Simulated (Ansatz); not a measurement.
SrO: energy along a strain

SrO, Fm-3m, a = 5.140 Å (as given, not relaxed at this level: -0.9 GPa). Ansatz: PBEsol, PAW, 420 eV, Γ-centred 8×8×8 mesh on 2 atoms, Gaussian smearing 0.05 eV; no spin polarisation. Cell vectors (Å): 0.000 2.570 2.570; 2.570 0.000 2.570; 2.570 2.570 0.000. The cell is strained by x per cent times the pattern (0 0 0 0 1 0) in the order xx yy zz yz xz xy (engineering shears), with fractional coordinates held. y is the free energy over the start, V0 = 16.971 Å³/atom. Symmetry makes y even in x.

```
x (%) y (meV/atom)
-4.00          4.60
-2.00          1.15
 0.00          0.00
 0.50          0.06
 1.00          0.28
 1.50          0.64
 2.50             ?
 3.00          2.59
 3.50          3.52
```

Q: Fit y = c2 x² + c4 x⁴ to the other rows, get the stiffness along the pattern, and predict the missing energy.

A: Least squares on the rows shown. y = 0.2869 x² + 3.999×10⁻⁵ x⁴. The clamped-ion stiffness p·C·p = 2 × 2.869 eV × 160.2 / 16.971 Å³ = 54 GPa, which is C55 in these axes (C44 of the cubic crystal) (second derivative at the start, which stands under stress). At x = 2.50 the fit asked for gives 1.79 meV/atom. The run gave 1.81 meV/atom, so the fit is 0.02 meV/atom too low, a small miss on the scale of the series.